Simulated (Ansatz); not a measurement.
# GaN: the cost of one run

Program: Ansatz 0.2.0. Level of theory: DFT, PBE, plane-wave PAW, default files, scalar-relativistic. These are calculated values, not measurements.

1 further run of the same task is left out (it didn't finish).

**1. The structure to begin with**

It takes space group Fm-3m (No. 225, cubic). Conventional cell: a = 3.985 Å, b = 3.985 Å, c = 3.985 Å, α = 90.00°, β = 90.00°, γ = 90.00°. Ga (site symmetry m-3m) is surrounded by 6 N at 1.99 Å. Around N (site symmetry m-3m) lie 6 Ga at 1.99 Å.

As a file:

```xyz
2
Lattice="0.0000 1.9925 1.9925 1.9925 0.0000 1.9925 1.9925 1.9925 0.0000" Properties=species:S:1:pos:R:3 pbc="T T T"
Ga    1.9925    1.9925    1.9925
N     0.0000    0.0000    0.0000
```

The earlier run gave: gap on the mesh 1.93 eV, largest force 0.000 eV/Å, pressure 69.1 GPa.

The printed gradients, by site:

```tsv
site	atoms	first shell	V_zz (10²¹ V/m²)	η	C_Q (MHz)
Ga	1	6 N at 1.99 Å	0.00	–	0 (⁷¹Ga)
N	2	6 Ga at 1.99 Å	0.00	–	0 (¹⁴N)
```

V_zz is the principal component of the electric field gradient with the largest magnitude, η = (V_xx − V_yy)/V_zz and C_Q = eQV_zz/h. Quadrupole moments are those of Pyykkö's year-2017 table.

**2. Z stretched by -2 %, ions relaxed**

Input file input.yaml:

```yaml
crystal:
  lattice:
    - [0.0, 1.9925, 1.95265]
    - [1.9925, 0.0, 1.95265]
    - [1.9925, 1.9925, 0.0]
  atoms:
    - { symbol: Ga, position: [0.5, 0.5, 0.5] }
    - { symbol: "N", position: [0.0, 0.0, 0.0] }
kpoints:
  mp_grid: { grid: [13, 13, 13] }
scf:
  occupations: { method: fermi_dirac, width: 0.02 }
hamiltonian:
  xc: pbe
  pseudopotentials: { kind: paw }
output:
  forces: true
  stress: true
  populations: true
  efg:
    quadrupole_moments_barn: { Ga: 0.107, "N": 0.02044 }
    contact_densities: true
  write_density: true
  write_potential: true
  elf: true
  volumetric_format: npy
relax:
  f_tol: 0.02
  max_steps: 60
```

Launch:

```bash
$ ansatz run input.yaml --threads 1 --pin off --max-ram 3072MiB --backend cpu --events-out ev --progress --plain --runs-dir out
```

Q: Estimate wall time and peak memory on 1 thread of Intel Xeon 6975P-C (Granite Rapids), shared host.

About 3.9 s, with a peak of 0.41 GiB.
